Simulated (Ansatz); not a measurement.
## Ionic part of the dielectric constant of BN at 4 GPa, mode by mode

The calculation used DFT PBEsol, scalar-relativistic, plane waves, PAW (Ansatz). Cutoff 420 eV, 12×12×12 k-points (Γ-centred), fixed occupations. No spin polarisation. Phonons by linear response, acoustic sum rule imposed.

It takes space group F-43m (No. 216, cubic). Conventional cell: a = 3.593 Å, b = 3.593 Å, c = 3.593 Å, α = 90.00°, β = 90.00°, γ = 90.00°. Around B (site symmetry -43m) lie 4 N at 1.56 Å. N (site symmetry -43m) is surrounded by 4 B at 1.56 Å.

The primitive cell has V = 11.60 Å³ and ε∞,zz = 4.622. Each polar mode adds Δε = (4.92064×10⁷/V)·S/ν² along z, with S its oscillator strength in e²/amu, ν in cm⁻¹ and V in Å³.

Q: From these modes, find each Δε and ε0,zz.
```csv
ν (cm⁻¹),S_zz (e²/amu)
1059.8,0.59
```

A:
```csv
ν (cm⁻¹),Δε
1059.8,2.23
```

The sum is 2.228, so ε0,zz = 6.85; the run's tensor has 6.85.

Q: Where do the longitudinal modes lie for a wave vector along z?

A: At 1290 cm⁻¹. The Lyddane–Sachs–Teller product Π(ν_LO/ν_TO)² = 1.48 matches ε0/ε∞ = 1.48.

Cost: 1 run of about 0.31 core-minutes, on Intel Xeon Platinum 8259CL (Skylake/Cascade Lake) (shared hosts).

The static dielectric response of cubic BN at this pressure is mainly electronic: the lattice adds 2.23 to an ε∞ of 4.622. All of the ionic part comes from the one zone-centre optical mode, in which the B and N sublattices move against each other. The electronegativity difference makes this motion polar, unlike the corresponding mode in diamond, while the short, strongly covalent sp³ bonds resist the displacement and keep the contribution modest. The light atoms help to raise the frequency to 1059.8 cm⁻¹, but they do not limit the static response, because the mass cancels between oscillator strength and squared frequency. What remains is the balance between effective charge and restoring force.

The same polarity produces the macroscopic field that lifts the longitudinal mode to 1290 cm⁻¹. With only one polar branch, the Lyddane–Sachs–Teller agreement shows internal consistency and is not an independent test of accuracy. A single pressure also cannot show whether compression changes the effective charge or mainly stiffens the bonds.
